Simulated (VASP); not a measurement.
# Se (P3_121) in VASP: further runs

One crystal, Se, is run at these levels: r2SCAN, r2SCAN+rVV10; tasks: relaxation of cell and atoms.

All numbers are computed with VASP 6.6.1; they aren't measurements. Logs are shortened: lines on timing, memory, paths and dates and some standing lists are left out, and cuts for length are marked.

**1. Starting point**

The structure is trigonal, space group P3_121 (No. 152). Conventional cell: a = 4.505 Å, b = 4.505 Å, c = 4.979 Å, α = 90.00°, β = 90.00°, γ = 120.00°. Around Se (site symmetry 2) lie 2 Se at 2.38 Å.

**2. Relaxation of cell and atoms, r2SCAN**

Contents of INCAR:

```
SYSTEM = Se
ALGO = Normal ; EDIFF = 1E-7
EDIFFG = -0.005 ; ENCUT = 600
IBRION = 2 ; ISIF = 3
ISMEAR = 0 ; LASPH = .TRUE.
LCHARG = .FALSE. ; LMIXTAU = .TRUE.
LREAL = .FALSE. ; LWAVE = .FALSE.
METAGGA = R2SCAN ; NELM = 100
NSW = 90 ; PREC = Accurate
SIGMA = 0.02
```

Contents of KPOINTS:

```
k-points
0
G
  9 9 6
  0 0 0
```

Contents of POSCAR:

```
Se
1.0
    4.5048207000      0.0000000000      0.0000000000
   -2.2524103500      3.9012891700      0.0000000000
    0.0000000000      0.0000000000      4.9787963200
Se
3
Direct
    0.2178929800      0.0000000000      0.3333333300
    0.0000000000      0.2178929800      0.6666666700
    0.7821070200      0.7821070200      0.0000000000
```

Potentials or basis: VASP PAW PBE potentials, release 64 (Se).

The run is started by

```
$ cat potpaw_PBE.64/Se/POTCAR > POTCAR
$ mpirun -np 1 vasp_std > vasp.out
```

OUTCAR:

```text
SYSTEM = Se
   EDIFF = 1E-7
   EDIFFG = -0.005
   ENCUT = 600
   IBRION = 2
   ISIF = 3
   ISMEAR = 0
   LASPH = .TRUE.
   LREAL = .FALSE.
   METAGGA = R2SCAN
   NELM = 100
   NSW = 90
   PREC = Accurate

 ion  position               nearest neighbor table
   1  0.218  0.000  0.333-   3 2.38   2 2.38
   2  0.000  0.218  0.667-   3 2.38   1 2.38
   3  0.782  0.782  0.000-   1 2.38   2 2.38

  LATTYP: Found a hexagonal cell.
 ALAT       =     4.5048207000
 C/A-ratio  =     1.1052152020

  Lattice vectors:

 A1 = (   4.5048207000,   0.0000000000,   0.0000000000)
 A2 = (  -2.2524103500,   3.9012891700,   0.0000000000)
 A3 = (   0.0000000000,   0.0000000000,   4.9787963200)

Analysis of symmetry for initial positions (statically):
=====================================================================
 Subroutine PRICEL returns:
 Original cell was already a primitive cell.

 Routine SETGRP: Setting up the symmetry group for a
 hexagonal supercell.

 Subroutine GETGRP returns: Found  6 space group operations
 (whereof  2 operations were pure point group operations)
 out of a pool of 24 trial point group operations.

The static configuration has the point symmetry C_2 .
 The point group associated with its full space group is D_3 .

Analysis of symmetry for dynamics (positions and initial velocities):
=====================================================================
 Subroutine PRICEL returns:
 Original cell was already a primitive cell.

 Routine SETGRP: Setting up the symmetry group for a
 hexagonal supercell.

 Subroutine GETGRP returns: Found  6 space group operations
 (whereof  2 operations were pure point group operations)
 out of a pool of 24 trial point group operations.

The dynamic configuration has the point symmetry C_2 .
 The point group associated with its full space group is D_3 .

 Subroutine INISYM returns: Found  6 space group operations
 (whereof  2 operations are pure point group operations),
 and found     1 'primitive' translations

----------------------------------------------------------------------------------------

                                     Primitive cell

  volume of cell :      87.5004

  direct lattice vectors                    reciprocal lattice vectors
     4.504820700  0.000000000  0.000000000     0.221984418  0.128162763  0.000000000
    -2.252410350  3.901289170  0.000000000     0.000000000  0.256325526  0.000000000
     0.000000000  0.000000000  4.978796320     0.000000000  0.000000000  0.200851759

  length of vectors
     4.504820700  4.504820704  4.978796320     0.256325527  0.256325526  0.200851759

  position of ions in fractional coordinates (direct lattice)
     0.217892980  0.000000000  0.333333330
     1.000000000  0.217892980  0.666666670
     0.782107020  0.782107020  0.000000000

  ion indices of the primitive-cell ions
   primitive index   ion index
                 1           1
                 2           2
                 3           3

----------------------------------------------------------------------------------------

 KPOINTS: k-points

Automatic generation of k-mesh.
 Grid dimensions read from file:
 generate k-points for:    9    9    6

 Generating k-lattice:

  Cartesian coordinates                     Fractional coordinates (reciprocal lattice)
     0.024664935  0.014240307  0.000000000     0.111111111 -0.000000000  0.000000000
     0.000000000  0.028480614  0.000000000     0.000000000  0.111111111  0.000000000
     0.000000000  0.000000000  0.033475293     0.000000000  0.000000000  0.166666667

  Length of vectors
     0.028480614  0.028480614  0.033475293

  Shift w.r.t. Gamma in fractional coordinates (k-lattice)
     0.000000000  0.000000000  0.000000000

 Subroutine IBZKPT returns following result:
 ===========================================

 Found     62 irreducible k-points:

 Following reciprocal coordinates:
            Coordinates               Weight
  0.000000  0.000000  0.000000      1.000000
  0.111111  0.000000  0.000000      6.000000
  0.222222 -0.000000  0.000000      6.000000
  0.333333 -0.000000  0.000000      6.000000
  0.444444 -0.000000  0.000000      6.000000
  0.111111  0.111111  0.000000      6.000000
[... 16 lines left out ...]
  0.222222  0.111111  0.166667     12.000000
 -0.111111  0.333333  0.166667     12.000000
 [... further k-points ...]
   k-points           NKPTS =     62   k-points in BZ     NKDIM =     62   number of bands    NBANDS=     13
   number of dos      NEDOS =    301   number of ions     NIONS =      3
   total plane-waves  NPLWV =  51840
   dimension x,y,z NGX =    36 NGY =   36 NGZ =   40
   dimension x,y,z NGXF=    72 NGYF=   72 NGZF=   80
   ions per type =               3
   NGX,Y,Z   is equivalent  to a cutoff of  13.29, 13.29, 13.36 a.u.
   NGXF,Y,Z  is equivalent  to a cutoff of  26.57, 26.57, 26.71 a.u.
 SYSTEM =  Se
   PREC   = accura    normal or accurate (medium, high low for compatibility)
   ISTART =      0    job   : 0-new  1-cont  2-samecut
   ICHARG =      2    charge: 1-file 2-atom 10-const
   ISPIN  =      1    spin polarized calculation?
   LNONCOLLINEAR =      F non collinear calculations
   LSORBIT =      F    spin-orbit coupling
   LASPH  =      T    aspherical Exc in radial PAW
   ENCUT  =  600.0 eV  44.10 Ry    6.64 a.u.   9.00  9.00  9.94*2*pi/ulx,y,z
   NELM   =    100;   NELMIN=  2; NELMDL= -5     # of ELM steps
   EDIFF  = 0.1E-06   stopping-criterion for ELM
   LREAL  =      F    real-space projection
   EDIFFG = -.5E-02   stopping-criterion for IOM
   NSW    =     90    number of steps for IOM
   IBRION =      2    ionic relax: 0-MD 1-quasi-New 2-CG
   NFREE  =      1    steps in history (QN), initial steepest desc. (CG)
   ISIF   =      3    stress and relaxation
   ISYM   =      2    0-nonsym 1-usesym 2-fastsym
   POTIM  = 0.5000    time-step for ionic-motion
   TEBEG  =    0.0;   TEEND  =   0.0 temperature during run
   PSTRESS=    0.0 pullay stress
   NELECT =      18.0000    total number of electrons
   NUPDOWN=      -1.0000    fix difference up-down
   EMIN   =  10.00;   EMAX   =-10.00  energy-range for DOS
   EFERMI =   0.00;   METHOD = LEGACY
   ISMEAR =     0;   SIGMA  =   0.02  broadening in eV -4-tet -1-fermi 0-gaus
   EFERMI_NEDOS =   21; number of points for ismear=-14 and -15
   IALGO  =     38    algorithm
   IMIX   =      4    mixing-type and parameters
     AMIX     =   0.40;   BMIX     =  1.00
     AMIX_MAG =   1.60;   BMIX_MAG =  1.00
  volume/ion in A,a.u.               =      29.17       196.83
  Fermi-wavevector in a.u.,A,eV,Ry     =   0.966412  1.826254 12.707191  0.933952
  Thomas-Fermi vector in A             =   2.096211
   LORBIT       =      0    0 simple, 1 ext, 2 COOP (PROOUT), +10 PAW based schemes
   METAGGA = R2SCAN    functional components
   LHFCALC =     F    Hartree Fock is set to
   AEXX    =    0.0000 exact exchange contribution
   IVDW    =     0    specifies the selected vdW correction
   LEPSILON=     F    determine dielectric tensor
   LRPA    =     F    only Hartree local field effects (RPA)
 conjugate gradient relaxation of ions
 non-spin polarized calculation
 Gauss-broadening in eV      SIGMA  =   0.02
  energy-cutoff  :      600.00
  volume of cell :       87.50
 maximum number of plane-waves:      2946
   NGX = 17   NGY = 17   NGZ = 19

--------------------------------------- Ionic step        1  -------------------------------------------

 number of electron      18.0000000 magnetization

 Free energy of the ion-electron system (eV)
  ---------------------------------------------------
  ext. energy  EPLUGINS =         0.00000000
  ---------------------------------------------------
  free energy    TOTEN  =       -42.92970446 eV

  energy without entropy =      -42.92970446  energy(sigma->0) =      -42.92970446

------------------------ aborting loop because EDIFF is reached ----------------------------------------

  FORCE on cell =-STRESS in cart. coord.  units (eV):
  Direction    XX          YY          ZZ          XY          YZ          ZX
  --------------------------------------------------------------------------------------
  -------------------------------------------------------------------------------------
  Total       -0.0418070     -0.0418070      0.0249905      0.0000000      0.0000000     -0.0000000
  in kB       -0.7655073     -0.7655073      0.4575881      0.0000000      0.0000000     -0.0000000
  external PRESSURE =      -0.3578089 kB  Pullay stress =       0.0000000 kB
[... 96 lines left out ...]
  energy  without entropy=      -42.9298006813  energy(sigma->0) =      -42.92980068

--------------------------------------- Ionic step        4  -------------------------------------------

 number of electron      18.0000000 magnetization

 Free energy of the ion-electron system (eV)
  ---------------------------------------------------
  ext. energy  EPLUGINS =         0.00000000
  ---------------------------------------------------
  free energy    TOTEN  =       -42.92986277 eV

  energy without entropy =      -42.92986277  energy(sigma->0) =      -42.92986277

 E-fermi :   1.8937     XC(G=0):  -8.9310

 val. band max:        1.7515351736   @ k =   0.4444   0.1111   0.5000
 cond. band min:       3.0840412037   @ k =   0.3333   0.3333   0.5000
 fundamental gap:      1.3325060301
 Fermi energy:         1.8936796304

 k-point     1 :       0.0000    0.0000    0.0000
  band No.  band energies     occupation
      1     -14.4772      2.00000
      2     -10.2701      2.00000
      3     -10.2701      2.00000
      4      -2.2180      2.00000
      5      -2.2180      2.00000
      6      -1.9003      2.00000
      7      -0.3042      2.00000
      8      -0.3042      2.00000
      9       1.3661      2.00000
     10       4.0142      0.00000
     11       4.0142      0.00000
     12       4.3380      0.00000
     13       8.2399      0.00000
[... 353 lines left out ...]
 k-point    24 :      -0.1111    0.3333    0.1667
  band No.  band energies     occupation
      1     -14.1208      2.00000
      2     -11.3714      2.00000
      3      -9.4735      2.00000
      4      -3.1611      2.00000
      5      -2.9552      2.00000
      6      -1.6210      2.00000
      7      -0.4252      2.00000
      8       0.1968      2.00000
      9       1.0873      2.00000
     10       3.8582      0.00000
     11       4.3832      0.00000
     12       4.8506      0.00000
     13       8.2513      0.00000

 [... further k-points ...]

------------------------ aborting loop because EDIFF is reached ----------------------------------------

  FORCE on cell =-STRESS in cart. coord.  units (eV):
  Direction    XX          YY          ZZ          XY          YZ          ZX
  --------------------------------------------------------------------------------------
  -------------------------------------------------------------------------------------
  Total        0.0013619      0.0013619      0.0117193      0.0000000     -0.0000000      0.0000000
  in kB        0.0249308      0.0249308      0.2145242      0.0000000     -0.0000000      0.0000000
  external PRESSURE =       0.0881286 kB  Pullay stress =       0.0000000 kB
[... 18 lines left out ...]
  FREE ENERGIE OF THE ION-ELECTRON SYSTEM (eV)
  ---------------------------------------------------
  free  energy   TOTEN  =       -42.9298627688 eV

  energy  without entropy=      -42.9298627688  energy(sigma->0) =      -42.92986277

 reached required accuracy - stopping structural energy minimisation
```

Wall time 9.4 min (1 thread of Intel Xeon Platinum 8488C (Sapphire Rapids), shared host); peak memory 0.27 GiB.

Results:

| Property | Result |
| --- | --- |
| Free energy | -42.9299 eV |
| Relaxed volume | 29.18 Å³/atom |
| Relaxed cell | a = 4.501 Å, b = 4.501 Å, c = 4.988 Å, α = 90.00°, β = 90.00°, γ = 120.00° |
| Space group after relaxing (to 0.05 Å) | P3_121 (No. 152) |
| Energy gained by relaxing | 0.1 meV/atom |
| Ionic steps | 4 |
| Pressure after relaxing | 0.0 GPa |
| Band gap on the k mesh | 1.33 eV, indirect (least direct gap 1.58 eV) |

Step by step:
```csv
step,energy change (eV),largest force (eV/Å),pressure (GPa),volume (Å³)
1,0.0000,0.0289,-0.04,87.50
2,-0.0001,0.0039,0.07,87.42
3,-0.0001,0.0033,0.07,87.42
4,-0.0002,0.0011,0.01,87.53
```

Final structure:
```xyz
3
Lattice="4.5011 0.0000 0.0000 -2.2506 3.8981 0.0000 0.0000 0.0000 4.9885" Properties=species:S:1:pos:R:3 pbc="T T T"
Se   -1.2719    3.8981    1.6628
Se    4.0118    0.8476    3.3256
Se    1.7612    3.0505    0.0000
```

Caveat: the PAW data sets were made with another functional, which shifts forces and pressure a little; an odd mesh through Γ misses points on the zone boundary, where band edges often lie.

**3. Relaxation of cell and atoms, r2SCAN+rVV10**

Contents of INCAR:

```
SYSTEM = Se
ALGO = Normal ; BPARAM = 11.95
CPARAM = 0.0093 ; EDIFF = 1E-7
EDIFFG = -0.005 ; ENCUT = 600
IBRION = 2 ; ISIF = 3
ISMEAR = 0 ; IVDW_NL = 2
LASPH = .TRUE. ; LCHARG = .FALSE.
LMIXTAU = .TRUE. ; LREAL = .FALSE.
LUSE_VDW = .TRUE. ; LWAVE = .FALSE.
METAGGA = R2SCAN ; NELM = 100
NSW = 90 ; PREC = Accurate
SIGMA = 0.02
```

KPOINTS is that of step 2.

POSCAR is that of step 2.

Potentials or basis: VASP PAW PBE potentials, release 64 (Se).

The run is started by

```
$ cat potpaw_PBE.64/Se/POTCAR > POTCAR
$ mpirun -np 1 vasp_std > vasp.out
```

Wall time 35 min (1 thread of Intel Xeon Platinum 8488C (Sapphire Rapids), shared host); peak memory 0.46 GiB.

Results (log left out):

- Free energy: -42.4836 eV
- Relaxed volume: 27.01 Å³/atom
- Relaxed cell: a = 4.311 Å, b = 4.311 Å, c = 5.034 Å, α = 90.00°, β = 90.00°, γ = 120.00°
- Space group after relaxing (to 0.05 Å): P3_121 (No. 152)
- Energy gained by relaxing: 7.0 meV/atom
- Ionic steps: 11
- Pressure after relaxing: 0.0 GPa
- Largest force after relaxing: 0.004 eV/Å
- Band gap on the k mesh: 1.07 eV, indirect (least direct gap 1.25 eV)

Forces on the atoms (eV/Å):
```
Se   0.004  0.000  0.000
Se  -0.002  0.004  0.000
Se  -0.002 -0.004  0.000
```

The path:
| step | energy change (eV) | largest force (eV/Å) | pressure (GPa) | volume (Å³) |
| --- | --- | --- | --- | --- |
| 1 | 0.0000 | 0.0304 | -0.65 | 87.50 |
| 2 | -0.0036 | 0.1821 | 0.12 | 86.00 |
| 3 | -0.0036 | 0.1917 | 0.17 | 85.91 |
| 4 | -0.0066 | 0.1710 | 0.17 | 85.37 |
| 5 | -0.0137 | 0.1144 | 0.18 | 83.76 |
| 6 | -0.0194 | 0.0234 | 0.39 | 80.59 |
| 7 | -0.0197 | 0.1043 | -0.45 | 81.45 |
| 8 | -0.0203 | 0.0460 | -0.07 | 81.05 |
| 9 | -0.0208 | 0.0191 | -0.04 | 81.06 |
| 10 | -0.0210 | 0.0069 | -0.01 | 81.06 |
| 11 | -0.0210 | 0.0041 | -0.02 | 81.04 |

Final structure:
```
Se
1.0
     4.31139    0.00000    0.00000
    -2.15570    3.73378    0.00000
     0.00000    0.00000    5.03416
Se
3
Direct
  0.22771 0.00000 0.33333
  0.00000 0.22771 0.66667
  0.77229 0.77229 0.00000
```

Levels at points of the mesh, in eV from the valence-band top:
```
           k point  band 7  band 8  band 9  band 10  band 11  band 12
(0.00, 0.00, 0.00)   -2.07   -2.07   -0.45     2.00     2.00     2.41
(0.00, 0.00, 0.50)   -1.54   -1.54   -1.28     1.35     1.45     1.45
```

Caveat: the PAW data sets were made with another functional, which shifts forces and pressure a little; an odd mesh through Γ misses points on the zone boundary, where band edges often lie.
